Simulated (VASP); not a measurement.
Wanted: the native input for a VASP 6.6.1 run.

```yaml
Task: relaxation of cell and atoms
Functional: RPBE
Potentials_or_basis: VASP PAW PBE potentials, release 64 (Bi_d)
Cutoff: 600 eV
k_mesh: 12 × 12 × 12
Occupations: gaussian, width 0.1 eV
Spin: no spin polarisation
Further_INCAR_settings: ALGO = Normal; EDIFF = 1e-07; IBRION = 2; EDIFFG = -0.005; NSW = 90; ISIF = 3
```

The structure of Bi lies in POSCAR:

```
Bi
1.0
    2.2675000000      1.3091417400      3.9380000000
   -2.2675000000      1.3091417400      3.9380000000
    0.0000000000     -2.6182834700      3.9380000000
Bi
2
Direct
    0.2340000000      0.2340000000      0.2340000000
    0.7660000000      0.7660000000      0.7660000000
```

These files were run (other wordings do the same):

INCAR

```
PREC = Accurate
ENCUT = 600
EDIFF = 1E-7
ISMEAR = 0
SIGMA = 0.1
LREAL = False
LASPH = True
NELM = 60
ALGO = Normal
ISIF = 3
LWAVE = False
LCHARG = False
GGA = RP
IBRION = 2
NSW = 90
EDIFFG = -0.005
```

KPOINTS

```
regular mesh
0
Gamma
  12 12 12
```

Potentials or basis: VASP PAW PBE potentials, release 64 (Bi_d).

Command:

```console
$ cat potpaw_PBE.64/Bi_d/POTCAR > POTCAR
$ mpirun -np 1 vasp_std > vasp.out
```

Results of the run:

The relaxed volume is 38.94 Å³/atom. The relaxed cell is a = 5.010 Å, b = 5.010 Å, c = 5.010 Å, α = 54.67°, β = 54.67°, γ = 54.67° and the space group after relaxing (to 0.05 Å) is R-3m (No. 166). The energy gained by relaxing is 32.9 meV/atom, the ionic steps are 14 and the pressure after relaxing is 0.0 GPa. The band gap on the k mesh is none (metal or under the smearing width).

Caveat: the PAW data sets were made with another functional, which shifts forces and pressure a little; spin-orbit coupling is left out, which moves the levels of the heavy elements; the volume moved by +11 % from the deposited cell, more than functionals usually miss.

It took 19 min on 1 thread of Intel(R) Xeon(R) Platinum 8559C (Emerald Rapids), on a shared host, peak memory 0.44 GiB.
